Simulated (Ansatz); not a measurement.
Results of r²SCAN+rVV10 (PAW; Ansatz, a first-principles code) for chalcopyrite CuInS2.

Settings: plane-wave cutoff 560 eV, 10×10×10 k mesh, Fermi–Dirac smearing 0.01 eV, no spin polarisation, scalar-relativistic PAW data made under PBE.

Computed at the level's own relaxed cell.

Task: Predict the pressure derivative B′ of the bulk modulus, lattice parameter c, band gap, equilibrium volume per atom and bulk modulus B0.

Result: 
pressure derivative B′ of the bulk modulus: 4.8
lattice parameter c: 11.084 Å
band gap: 0.36 eV
equilibrium volume per atom: 20.94 Å³/atom
bulk modulus B0: 77.1 GPa

Measured, for comparison: band gap 1.55 eV (temperature not stated, not corrected to a static lattice, direct or pseudo-direct at Γ; as tabulated in Ghosh et al. (2024), arXiv:2401.16805); lattice parameter c 11.133 Å (298 K, not corrected to a static lattice; as tabulated in Abstract on Scilit: Piezoelectric nonlinear optic CuGaS2 and CuInS2 crystal …). Computed (rounded) less measured: lattice parameter c -0.4 %. A static lattice is as a rule a little smaller and stiffer than an uncorrected measurement, which narrows the difference in the lattice parameter c and would widen misses of the other sign.

Note: the bulk modulus comes from volumes at which shape and atoms were relaxed.

Spin–orbit coupling is not included.

Static lattice: no zero-point or thermal effects.

It cost about 60 core-minutes (a rough figure) of CPU time.
